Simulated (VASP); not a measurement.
# Gd (Im-3m) in VASP: a series of runs, part 2 of 2

VASP 6.6.1.

### 3 Single point, PBE, collinear spin, ferromagnetic start

INCAR

```
ADDGRID = False
ALGO = Normal
EDIFF = 1E-6
ENCUT = 900
GGA = PE
ISIF = 2
ISMEAR = 0
ISPIN = 2
LASPH = True
LCHARG = False
LMAXMIX = 6
LORBIT = 11
LREAL = False
LWAVE = False
MAGMOM = 7
NELM = 100
PREC = Accurate
SIGMA = 0.2
```

KPOINTS

```
k-points
0
Gamma
  5 5 5
```

POSCAR

```
Gd
1.0
   -2.0250000000      2.0250000000      2.0250000000
    2.0250000000     -2.0250000000      2.0250000000
    2.0250000000      2.0250000000     -2.0250000000
Gd
1
Direct
    0.0000000000      0.0000000000      0.0000000000
```

Potentials or basis: VASP PAW PBE potentials, release 64 (Gd).

The run is started by

```
cat potpaw_PBE.64/Gd/POTCAR > POTCAR
mpirun -np 1 vasp_std > vasp.out
```

OUTCAR:

```text
EDIFF = 1E-6
   ENCUT = 900
   GGA = PE
   ISIF = 2
   ISMEAR = 0
   ISPIN = 2
   LASPH = True
   LORBIT = 11
   LREAL = False
   NELM = 100
   PREC = Accurate

 Found     10 irreducible k-points:

 Following reciprocal coordinates:
            Coordinates               Weight
  0.000000  0.000000  0.000000      1.000000
  0.200000  0.000000  0.000000     12.000000
  0.400000  0.000000  0.000000     12.000000
  0.200000  0.200000  0.000000     24.000000
  0.400000  0.200000 -0.000000     24.000000
  0.200000  0.200000  0.200000      8.000000
   k-points           NKPTS =     10   k-points in BZ     NKDIM =     10   number of bands    NBANDS=     17
   number of dos      NEDOS =    301   number of ions     NIONS =      1
   total plane-waves  NPLWV =  46656
   dimension x,y,z NGX =    36 NGY =   36 NGZ =   36
   dimension x,y,z NGXF=    72 NGYF=   72 NGZF=   72
   ions per type =               1
   NGX,Y,Z   is equivalent  to a cutoff of  17.06, 17.06, 17.06 a.u.
   NGXF,Y,Z  is equivalent  to a cutoff of  34.13, 34.13, 34.13 a.u.
 SYSTEM =  unknown system
   PREC   = accura    normal or accurate (medium, high low for compatibility)
   ISTART =      0    job   : 0-new  1-cont  2-samecut
   ICHARG =      2    charge: 1-file 2-atom 10-const
   ISPIN  =      2    spin polarized calculation?
   LNONCOLLINEAR =      F non collinear calculations
   LSORBIT =      F    spin-orbit coupling
   LASPH  =      T    aspherical Exc in radial PAW
   ENCUT  =  900.0 eV  66.15 Ry    8.13 a.u.   8.58  8.58  8.58*2*pi/ulx,y,z
   NELM   =    100;   NELMIN=  2; NELMDL= -5     # of ELM steps
   EDIFF  = 0.1E-05   stopping-criterion for ELM
   LREAL  =      F    real-space projection
   EDIFFG = 0.1E-04   stopping-criterion for IOM
   NSW    =      0    number of steps for IOM
   IBRION =     -1    ionic relax: 0-MD 1-quasi-New 2-CG
   NFREE  =      0    steps in history (QN), initial steepest desc. (CG)
   ISIF   =      2    stress and relaxation
   ISYM   =      2    0-nonsym 1-usesym 2-fastsym
   POTIM  = 0.5000    time-step for ionic-motion
   TEBEG  =    0.0;   TEEND  =   0.0 temperature during run
   PSTRESS=    0.0 pullay stress
   NELECT =      18.0000    total number of electrons
   NUPDOWN=      -1.0000    fix difference up-down
   EMIN   =  10.00;   EMAX   =-10.00  energy-range for DOS
   EFERMI =   0.00;   METHOD = LEGACY
   ISMEAR =     0;   SIGMA  =   0.20  broadening in eV -4-tet -1-fermi 0-gaus
   EFERMI_NEDOS =   21; number of points for ismear=-14 and -15
   IALGO  =     38    algorithm
   IMIX   =      4    mixing-type and parameters
     AMIX     =   0.40;   BMIX     =  1.00
     AMIX_MAG =   1.60;   BMIX_MAG =  1.00
  volume/ion in A,a.u.               =      33.22       224.15
  Fermi-wavevector in a.u.,A,eV,Ry     =   1.334711  2.522238 24.238153  1.781454
  Thomas-Fermi vector in A             =   2.463472
   LORBIT       =     11    0 simple, 1 ext, 2 COOP (PROOUT), +10 PAW based schemes
   GGA     = PE    functional components
   LHFCALC =     F    Hartree Fock is set to
   AEXX    =    0.0000 exact exchange contribution
   IVDW    =     0    specifies the selected vdW correction
   LEPSILON=     F    determine dielectric tensor
   LRPA    =     F    only Hartree local field effects (RPA)
 spin polarized calculation
 Gauss-broadening in eV      SIGMA  =   0.20
  energy-cutoff  :      900.00
  volume of cell :       33.22
 maximum number of plane-waves:      2093
 NGX is ok and might be reduce to    36
   NGX = 17   NGY = 17   NGZ = 17

 number of electron      17.9999998 magnetization       7.7641129

 Free energy of the ion-electron system (eV)
  ---------------------------------------------------
  ext. energy  EPLUGINS =         0.00000000
  ---------------------------------------------------
  free energy    TOTEN  =       -11.64676594 eV

  energy without entropy =      -11.61120990  energy(sigma->0) =      -11.62898792

 E-fermi :   2.9430     XC(G=0):  -9.9489

 val. band max:        2.8213760455   @ k =   0.2000   0.2000   0.0000
 cond. band min:       3.0216004065   @ k =  -0.4000   0.4000   0.2000
 fundamental gap:      0.2002243610
 Fermi energy:         2.9430253662

 spin component 1

 k-point     1 :       0.0000    0.0000    0.0000
  band No.  band energies     occupation
      1     -42.3588      1.00000
      2     -19.3862      1.00000
      3     -19.3862      1.00000
      4     -19.3862      1.00000
      5      -2.1581      1.00000
      6      -1.9867      1.00000
[... 9 lines left out ...]
     16       6.4579      0.00000
     17       6.4579      0.00000

 k-point     2 :       0.2000    0.0000    0.0000
  band No.  band energies     occupation
      1     -42.3360      1.00000
      2     -19.6366      1.00000
      3     -19.4651      1.00000
      4     -19.3873      1.00000
      5      -1.9758      1.00000
      6      -1.9606      1.00000
[... 9 lines left out ...]
     16       5.9804      0.00000
     17       6.5199      0.00000

 k-point     3 :       0.4000    0.0000    0.0000
  band No.  band energies     occupation
      1     -42.2988      1.00000
      2     -20.0157      1.00000
      3     -19.5898      1.00000
      4     -19.3894      1.00000
      5      -1.9737      1.00000
      6      -1.9544      1.00000
[... 9 lines left out ...]
     16       6.9719      0.00000
     17       8.1962      0.00000

 k-point     4 :       0.2000    0.2000    0.0000
  band No.  band energies     occupation
      1     -42.3060      1.00000
      2     -19.8895      1.00000
      3     -19.5757      1.00000
      4     -19.4412      1.00000
      5      -1.9566      1.00000
      6      -1.9501      1.00000
[... 9 lines left out ...]
     16       7.0395      0.00000
     17       7.5988      0.00000

 k-point     5 :       0.4000    0.2000   -0.0000
  band No.  band energies     occupation
      1     -42.2873      1.00000
      2     -19.9941      1.00000
      3     -19.7081      1.00000
      4     -19.4563      1.00000
      5      -1.9701      1.00000
      6      -1.9552      1.00000
[... 9 lines left out ...]
     16       7.2026      0.00000
     17       9.9592      0.00000

 k-point     6 :       0.2000    0.2000    0.2000
  band No.  band energies     occupation
      1     -42.2911      1.00000
      2     -19.9065      1.00000
      3     -19.6192      1.00000
      4     -19.6192      1.00000
      5      -1.9634      1.00000
      6      -1.9185      1.00000
[... 9 lines left out ...]
     16       7.1137      0.00000
     17       9.0707      0.00000

 [... further k-points ...]

 spin component 2

 k-point     1 :       0.0000    0.0000    0.0000
  band No.  band energies     occupation
      1     -39.0834      1.00000
      2     -16.9451      1.00000
      3     -16.9451      1.00000
      4     -16.9451      1.00000
      5      -1.1651      1.00000
      6       3.3340      0.00285
[... 9 lines left out ...]
     16       7.5878      0.00000
     17       7.5878      0.00000

 k-point     2 :       0.2000    0.0000    0.0000
  band No.  band energies     occupation
      1     -39.0550      1.00000
      2     -17.2483      1.00000
      3     -17.0375      1.00000
      4     -16.9477      1.00000
      5      -0.0813      1.00000
      6       3.2833      0.00806
[... 9 lines left out ...]
     16       7.1887      0.00000
     17       7.7111      0.00000

 k-point     3 :       0.4000    0.0000    0.0000
  band No.  band energies     occupation
      1     -39.0086      1.00000
      2     -17.7001      1.00000
      3     -17.1826      1.00000
      4     -16.9523      1.00000
      5       1.4030      1.00000
      6       3.3452      0.00223
[... 9 lines left out ...]
     16       8.2512      0.00000
     17       9.7370      0.00000

 k-point     4 :       0.2000    0.2000    0.0000
  band No.  band energies     occupation
      1     -39.0176      1.00000
      2     -17.5492      1.00000
      3     -17.1709      1.00000
      4     -17.0120      1.00000
      5       1.4967      1.00000
      6       3.1907      0.03994
[... 9 lines left out ...]
     16       8.3396      0.00000
     17       9.0720      0.00000

 k-point     5 :       0.4000    0.2000   -0.0000
  band No.  band energies     occupation
      1     -38.9942      1.00000
      2     -17.6733      1.00000
      3     -17.3281      1.00000
      4     -17.0307      1.00000
      5       2.2667      1.00000
      6       3.2825      0.00819
[... 9 lines left out ...]
     16       8.5442      0.00000
     17      11.4808      0.00000

 k-point     6 :       0.2000    0.2000    0.2000
  band No.  band energies     occupation
      1     -38.9987      1.00000
      2     -17.5700      1.00000
      3     -17.2277      1.00000
      4     -17.2277      1.00000
      5       3.1016      0.13115
      6       3.3253      0.00344
[... 9 lines left out ...]
     16       8.4279      0.00000
     17      10.5465      0.00000

 [... further k-points ...]

------------------------ aborting loop because EDIFF is reached ----------------------------------------

  FORCE on cell =-STRESS in cart. coord.  units (eV):
  Direction    XX          YY          ZZ          XY          YZ          ZX
  --------------------------------------------------------------------------------------
  -------------------------------------------------------------------------------------
  Total       -0.0247239     -0.0247239     -0.0247239      0.0000000      0.0000000      0.0000000
  in kB       -1.1925946     -1.1925946     -1.1925946      0.0000000      0.0000000      0.0000000
  external PRESSURE =      -1.1925946 kB  Pullay stress =       0.0000000 kB

 VOLUME and BASIS-vectors are now :
 -----------------------------------------------------------------------------
  energy-cutoff  :      900.00
  volume of cell :       33.22
      direct lattice vectors                 reciprocal lattice vectors
    -2.025000000  2.025000000  2.025000000     0.000000000  0.246913580  0.246913580
     2.025000000 -2.025000000  2.025000000     0.246913580  0.000000000  0.246913580
     2.025000000  2.025000000 -2.025000000     0.246913580  0.246913580  0.000000000

 POSITION                                       TOTAL-FORCE (eV/Angst)
 -----------------------------------------------------------------------------------
      0.00000      0.00000      0.00000         0.000000     -0.000000      0.000000
 -----------------------------------------------------------------------------------
    total drift:                               -0.000000      0.000000      0.000000

  FREE ENERGIE OF THE ION-ELECTRON SYSTEM (eV)
  ---------------------------------------------------
  free  energy   TOTEN  =       -11.6467659397 eV

  energy  without entropy=      -11.6112099034  energy(sigma->0) =      -11.62898792

 total charge

# of ion       s       p       d       f       tot
--------------------------------------------------
    1        2.070   5.560   0.598   6.977  15.204

 magnetization (x)

# of ion       s       p       d       f       tot
--------------------------------------------------
    1        0.003  -0.055   0.278   6.825   7.051
```

OSZICAR:

```text
N       E                     dE             d eps       ncg     rms          rms(c)
DAV:   1     0.121731945761E+03    0.12173E+03   -0.88407E+03   833   0.805E+03
DAV:   2     0.108042872082E+02   -0.11093E+03   -0.96011E+02   892   0.361E+02
[... 17 lines left out ...]
DAV:  20    -0.116467666772E+02    0.35829E-03   -0.87344E-04   785   0.751E-01    0.528E-01
DAV:  21    -0.116469374399E+02   -0.17076E-03   -0.12501E-03   899   0.875E-01    0.305E-01
DAV:  22    -0.116468763023E+02    0.61138E-04   -0.16507E-04  1240   0.146E-01    0.188E-01
DAV:  23    -0.116467767149E+02    0.99587E-04   -0.14445E-04   751   0.311E-01    0.924E-02
DAV:  24    -0.116467650421E+02    0.11673E-04   -0.43808E-05  1242   0.137E-01    0.322E-02
DAV:  25    -0.116467659397E+02   -0.89758E-06   -0.35611E-06   902   0.213E-02
   1 F= -.11646766E+02 E0= -.11628988E+02  d E =-.355560E-01  mag=     7.7637
```

Wall time 41 s (1 thread of Intel Xeon Platinum 8559C (Emerald Rapids), shared host); peak memory 0.25 GiB.

These settings aren't checked as converged: the numbers below hold their error.

Results:

| Item | Value |
| --- | --- |
| Free energy | -11.6468 eV |
| Pressure | -0.1 GPa |
| Band gap on the k mesh | none (metal or under the smearing width) |
| Net moment | 7.76 μB per cell |
| Site moments | Gd +7.05 μB |
| Valence electrons inside the program's atomic spheres | Gd 15.20 |

Caveat: the k mesh is coarse (spacing up to 0.44 Å⁻¹), so the values aren't converged; spin-orbit coupling is left out, which moves the levels of the heavy elements.

### 4 Single point, PBE, collinear spin, ferromagnetic start

Changes to INCAR since step 3:

```diff
@@ -3,3 +3,3 @@
 EDIFF = 1E-6
-ENCUT = 900
+ENCUT = 250
 GGA = PE
```

KPOINTS

```
k-points
0
Gamma
  10 10 10
```

POSCAR is that of step 3.

Potentials or basis: VASP PAW PBE potentials, release 64 (Gd).

The run is started by

```
cat potpaw_PBE.64/Gd/POTCAR > POTCAR
mpirun -np 1 vasp_std > vasp.out
```

OUTCAR:

```text
EDIFF = 1E-6
   ENCUT = 250
   GGA = PE
   ISIF = 2
   ISMEAR = 0
   ISPIN = 2
   LASPH = True
   LORBIT = 11
   LREAL = False
   NELM = 100
   PREC = Accurate

 Found     47 irreducible k-points:

 Following reciprocal coordinates:
            Coordinates               Weight
  0.000000  0.000000  0.000000      1.000000
  0.100000  0.000000  0.000000     12.000000
  0.200000  0.000000  0.000000     12.000000
  0.300000  0.000000  0.000000     12.000000
  0.400000  0.000000  0.000000     12.000000
  0.500000  0.000000  0.000000      6.000000
   k-points           NKPTS =     47   k-points in BZ     NKDIM =     47   number of bands    NBANDS=     17
   number of dos      NEDOS =    301   number of ions     NIONS =      1
   total plane-waves  NPLWV =   5832
   dimension x,y,z NGX =    18 NGY =   18 NGZ =   18
   dimension x,y,z NGXF=    36 NGYF=   36 NGZF=   36
   ions per type =               1
   NGX,Y,Z   is equivalent  to a cutoff of   8.53,  8.53,  8.53 a.u.
   NGXF,Y,Z  is equivalent  to a cutoff of  17.06, 17.06, 17.06 a.u.
 SYSTEM =  unknown system
   PREC   = accura    normal or accurate (medium, high low for compatibility)
   ISTART =      0    job   : 0-new  1-cont  2-samecut
   ICHARG =      2    charge: 1-file 2-atom 10-const
   ISPIN  =      2    spin polarized calculation?
   LNONCOLLINEAR =      F non collinear calculations
[... 192 lines left out ...]
      5      -1.2271      1.00000
      6       3.3116      0.00592
[... 97 lines left out ...]
      4     -16.9547      1.00000
      5       1.4435      1.00000
      6       3.3416      0.00317
[... 9 lines left out ...]
     16       8.3976      0.00000
     17      10.6285      0.00000

 [... further k-points ...]

------------------------ aborting loop because EDIFF is reached ----------------------------------------

  FORCE on cell =-STRESS in cart. coord.  units (eV):
  Direction    XX          YY          ZZ          XY          YZ          ZX
  --------------------------------------------------------------------------------------
  -------------------------------------------------------------------------------------
  Total       -1.3117465     -1.3117465     -1.3117465      0.0000000      0.0000000     -0.0000000
  in kB      -63.2740186    -63.2740186    -63.2740186      0.0000000      0.0000000     -0.0000000
  external PRESSURE =     -63.2740186 kB  Pullay stress =       0.0000000 kB

 VOLUME and BASIS-vectors are now :
 -----------------------------------------------------------------------------
  energy-cutoff  :      250.00
  volume of cell :       33.22
      direct lattice vectors                 reciprocal lattice vectors
    -2.025000000  2.025000000  2.025000000     0.000000000  0.246913580  0.246913580
     2.025000000 -2.025000000  2.025000000     0.246913580  0.000000000  0.246913580
     2.025000000  2.025000000 -2.025000000     0.246913580  0.246913580  0.000000000

 POSITION                                       TOTAL-FORCE (eV/Angst)
 -----------------------------------------------------------------------------------
      0.00000      0.00000      0.00000         0.000000     -0.000000     -0.000000
 -----------------------------------------------------------------------------------
    total drift:                                0.000000      0.000000      0.000000

  FREE ENERGIE OF THE ION-ELECTRON SYSTEM (eV)
  ---------------------------------------------------
  free  energy   TOTEN  =       -11.4874233452 eV

  energy  without entropy=      -11.4449446956  energy(sigma->0) =      -11.46618402

 total charge

# of ion       s       p       d       f       tot
--------------------------------------------------
    1        2.070   5.601   0.585   6.992  15.248

 magnetization (x)

# of ion       s       p       d       f       tot
--------------------------------------------------
    1        0.001  -0.033   0.242   6.815   7.026
```

Wall time 22 s (1 thread of Intel Xeon Platinum 8559C (Emerald Rapids), shared host); peak memory 0.14 GiB.

The run converged, but a check on its numbers failed (symmetry, net force, bounds or a known fault of this set-up), so they aren't taken as properties of the crystal.

Caveat: the cutoff lies under the usual one of these potentials, so the numbers hold a large basis-set error; spin-orbit coupling is left out, which moves the levels of the heavy elements.

### 5 For comparison

An earlier run on the cell as given: functional PBE; potentials or basis VASP PAW PBE potentials, release 64 (Gd); cutoff 520 eV; k mesh 9 × 9 × 9; occupations fermi-dirac, width 0.05 eV; collinear spin, ferromagnetic start; starting moments [7.0] μB.

* Pressure: 0.0 GPa
* Band gap on the k mesh: none (metal or under the smearing width)
* Net moment: 7.60 μB per cell
* Site moments: Gd +6.99 μB
* Valence electrons inside the program's atomic spheres: Gd 15.20
